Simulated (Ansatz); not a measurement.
**Ni under changes of volume**

One of the cells (10.569 Å³/atom); the others are scaled copies at fixed shape and fractional positions:

```
Ni
1.0
     2.44802    0.00000    0.00000
    -1.22401    2.12005    0.00000
     0.00000    0.00000    4.07281
Ni
2
Direct
  0.66667 0.33333 0.75000
  0.33333 0.66667 0.25000
```

This isn't the form of Ni at room conditions, which is fcc.

```yaml
Program: Ansatz 0.2.0
Functional: PBE
Potentials_or_basis: Ansatz PAW
Cutoff: "420 eV (not typed: the program's choice for these potentials)"
k_mesh: 12 × 12 × 7
Occupations: fermi-dirac, width 0.05 eV
Spin: collinear spin, ferromagnetic start
Starting_moments: "[1.0, 1.0] μB"
```

```tsv
volume (Å³/atom)	energy over the lowest point (meV/atom)	pressure (GPa)	moment (μB per cell)
9.935	?	?	?
10.146	39.82	17.6	1.26
10.357	20.35	12.2	1.28
10.569	7.69	7.3	1.30
10.780	1.12	2.9	1.32
10.992	0.00	-1.0	1.33
11.203	3.76	-4.4	1.34
```

What does the run at 9.935 Å³/atom give?

Energy over the lowest point 66.93 meV/atom; pressure 23.7 GPa; moment 1.24 μB per cell.

Worked out: A Birch-Murnaghan fit of order 3 (a polynomial in V^(-2/3)) to the other rows has its minimum at 10.93 Å³/atom with B0 = V·E''(V) = 197 GPa and B' = 4.8 at fixed shape and positions, which overstates the stiffness. It gives 66.88 meV/atom at 9.935 Å³/atom, against the run's 66.93, and -dE/dV = 23.7 GPa, against 23.7. A straight line through the other rows of the moment, of slope 0.077 μB per Å³/atom, extrapolates to 1.25 μB, against the run's 1.24.

Energies are extrapolated to zero smearing.
